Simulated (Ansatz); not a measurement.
Crystal: Cu.

```
Cu
1.0
    -1.44279    1.44279    1.37608
     1.44279   -1.44279    1.37608
     1.44279    1.44279   -1.37608
Cu
1
Cartesian
  0.0000 0.0000 0.0000
```

This isn't the form of Cu at room conditions, which is fcc.

```yaml
Program: Ansatz 0.2.0
Task: relaxation of cell and atoms
Functional: PBEsol
Dispersion: D3(BJ)
Potentials_or_basis: Ansatz PAW
Cutoff: "420 eV (not typed: the program's choice for these potentials)"
k_mesh: 13 × 13 × 13
Occupations: fermi-dirac, width 0.05 eV
Spin: no spin polarisation
```

At the start: volume 11.46 Å³/atom.

Problem. Where does the relaxation end?

Solution. It ends after 8 steps and the volume is 10.85 Å³/atom (-5.3 %); space group I4/mmm (No. 139, to 0.05 Å).

The path:
```
step  energy change (eV)  largest force (eV/Å)  volume (Å³)
   1              0.0000                0.0000        11.46
   2             -0.0137                0.0000        11.15
   3             -0.0185                0.0000        10.81
   4             -0.0186                0.0000        10.85
   5             -0.0186                0.0000        10.85
   6             -0.0186                0.0000        10.85
   7             -0.0186                0.0000        10.85
   8             -0.0181                0.0000        10.85
```

Final structure:
```
Cu
1.0
    -1.40970    1.40970    1.36444
     1.40970   -1.40970    1.36444
     1.40970    1.40970   -1.36444
Cu
1
Direct
  0.00000 0.00000 0.00000
```

Caveat: the plane-wave basis is chosen anew once the cell has moved, so the energies of steps on either side of that aren't comparable; pairwise dispersion overbinds metals, which lowers pressure and volume; the PAW data sets come from PBE, with cores solved anew for the run's functional, which leaves a small shift of forces and pressure.
